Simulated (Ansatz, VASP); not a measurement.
**C in VASP and in Ansatz**

INCAR

```
PREC = Accurate
ENCUT = 520
EDIFF = 1E-6
ISMEAR = 0
SIGMA = 0.05
LREAL = False
LASPH = True
NELM = 60
ALGO = Normal
ISIF = 2
LWAVE = False
LCHARG = False
GGA = PE
IVDW = 12
NBANDS = 11
```

The input KPOINTS:

```
Automatic mesh
0
Gamma
  15 15 15
```

File POSCAR:

```
C
1.0
    1.2324984681      0.7115833223      3.3613878357
   -1.2324984681      0.7115833223      3.3613878357
    0.0000000000     -1.4231666447      3.3613878357
C
2
Direct
    0.1618852291      0.1618852291      0.1618852291
    0.8381147709      0.8381147709      0.8381147709
```

Input for Ansatz:

```yaml
crystal:
  lattice:
    - [1.2324984681, 0.7115833223, 3.3613878357]
    - [-1.2324984681, 0.7115833223, 3.3613878357]
    - [0.0, -1.4231666447, 3.3613878357]
  atoms:
    - { symbol: C, position: [0.1618852291, 0.1618852291, 0.1618852291] }
    - { symbol: C, position: [0.8381147709, 0.8381147709, 0.8381147709] }
basis:
  ecutwfc: 520.0
kpoints:
  mp_grid: { grid: [15, 15, 15] }
hamiltonian:
  xc: pbe
  dispersion: d3bj
scf:
  occupations: { method: gaussian, width: 0.05 }
output:
  forces: true
  stress: true
  eigenvalues: true
```

Change from the starting cell: mode 4 frozen in at -0.048 Å and mode 6 at +0.000 Å (largest displacements).

Alike in both runs: task single point; functional PBE; dispersion D3(BJ); k mesh 15 × 15 × 15; occupations gaussian, width 0.05 eV; no spin polarisation.

|  | VASP | Ansatz |
| --- | --- | --- |
| version | VASP 6.6.1 | Ansatz 0.2.0 |
| potentials or method | VASP PAW PBE potentials, release 64 (C) | scalar-relativistic, plane waves, PAW |
| plane-wave cutoff (eV) | 520 | 520 |
| valence electrons in the cell | 8 | 8 |

VASP gave:

```
gap on the k mesh at the Fermi level (eV)       : 0.81
least direct gap on the mesh (eV)               : 0.81
pressure (GPa)                                  : -0.1
largest component of the traceless stress (GPa) : 1.59
rms of the force components (eV/Å)              : 0.906
```

Q: Estimate Ansatz's values.

A: gap on the k mesh at the Fermi level (eV): 0.81; least direct gap on the mesh (eV): 0.81; pressure (GPa): -0.6; largest component of the traceless stress (GPa): 1.07; rms of the force components (eV/Å): 0.910.

Atom by atom the forces differ by 0.003 eV/Å (rms over components).

Caveats: an odd mesh through Γ misses points on the zone boundary, where band edges often lie; forces of over 1 eV/Å show positions far from the minimum, so gaps and moduli don't describe the material at rest.
